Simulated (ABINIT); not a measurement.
Runs of ABINIT 10.8.3 (patched build) on Sn. Symmetry: Fd-3m, No. 227, cubic system. Conventional cell: a = 6.467 Å, b = 6.467 Å, c = 6.467 Å, α = 90.00°, β = 90.00°, γ = 90.00°. Around Sn (site symmetry -43m) lie 4 Sn at 2.80 Å. This isn't the form of Sn at room conditions, which is tetragonal (white tin).

```csv
level,gap on the mesh (eV),pressure (GPa)
PW91,none,(c)
SCAN,none,1.6
BLYP,none,(a)
RPBE,none,4.9
AM05,none,1.5
r2SCAN,none,2.0
WC,none,(b)
LDA,none,-0.2
```

Alike in all rows: task single point; potentials or basis JTH PAW PBE v2.0; no spin polarisation; cell as given; k mesh 7 × 7 × 7; cutoff (eV) 707; smearing fermi-dirac 0.05 eV.

Q: Estimate the missing entries.

A: (a) 6.1; (b) 1.2; (c) 3.3.

Caveats: the PAW data sets were made with another functional, which shifts forces and pressure a little.

A k mesh can miss the band edges, and the runs leave out spin-orbit coupling on Sn.

A gap of «none» marks a metal or a gap under the smearing width.

Runs at the PBE level aren't shown here.
